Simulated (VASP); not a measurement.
# Ir: elastic constants with LDA

Ir:

```
Ir
1.0
     0.00000    1.92696    1.92696
     1.92696    0.00000    1.92696
     1.92696    1.92696    0.00000
Ir
1
Cartesian
  0.0000 0.0000 0.0000
```

| Quantity | Value |
| --- | --- |
| Program | VASP 6.6.1 |
| Task | elastic constants |
| Functional | LDA |
| Potentials or basis | VASP PAW LDA potentials, release 64 (Ir) |
| Cutoff | 600 eV |
| k mesh | 8 × 8 × 8 |
| Occupations | gaussian, width 0.1 eV |
| Spin | no spin polarisation |
| Ions in elastic constants | relaxed |
| Further INCAR settings | ALGO = Normal; EDIFF = 1e-08; IBRION = 6; POTIM = 0.015; NSW = 1; ISIF = 3 |

The relaxed volume is 13.98 Å³/atom, the relaxed cell is a = 2.704 Å, b = 2.704 Å, c = 2.704 Å, α = 60.00°, β = 60.00°, γ = 60.00° and the space group after relaxing (to 0.05 Å) is Fm-3m (No. 225). The elastic constants C11, C12, C44 are 659, 271, 209 GPa and the voigt bulk modulus is 401 GPa.

The path:
| step | energy change (eV) | largest force (eV/Å) | pressure (GPa) | volume (Å³) |
| --- | --- | --- | --- | --- |
| 1 | 0.0000 | 0.0000 | -8.80 | 14.31 |
| 2 | 0.1556 | 0.0000 | 46.82 | 12.74 |
| 3 | -0.0093 | 0.0000 | -0.39 | 13.99 |
| 4 | -0.0093 | 0.0000 | -0.06 | 13.98 |
| 5 | -0.0093 | 0.0000 | 0.13 | 13.98 |
| 6 | -0.0093 | 0.0000 | -0.42 | 14.00 |
| 7 | -0.0093 | 0.0000 | 0.00 | 13.98 |

Final structure:
```
Ir
1.0
     0.00000    1.91204    1.91204
     1.91204    0.00000    1.91204
     1.91204    1.91204    0.00000
Ir
1
Direct
  0.00000 0.00000 0.00000
```

Elastic tensor in Voigt notation (GPa, in the Cartesian axes of the cell as first typed):
```
659 271 271   0   0   0
271 659 271   0   0   0
271 271 659   0   0   0
  0   0   0 209   0   0
  0   0   0   0 209   0
  0   0   0   0   0 209
```

Clamped-ion elastic tensor (GPa):
```
659 271 271   0   0   0
271 659 271   0   0   0
271 271 659   0   0   0
  0   0   0 209   0   0
  0   0   0   0 209   0
  0   0   0   0   0 209
```

It took 54 s on 1 thread of Intel(R) Xeon(R) 6975P-C (Granite Rapids), with other jobs on the host, peak memory 0.18 GiB.

Spin-orbit coupling is left out, which matters for the levels of Ir.
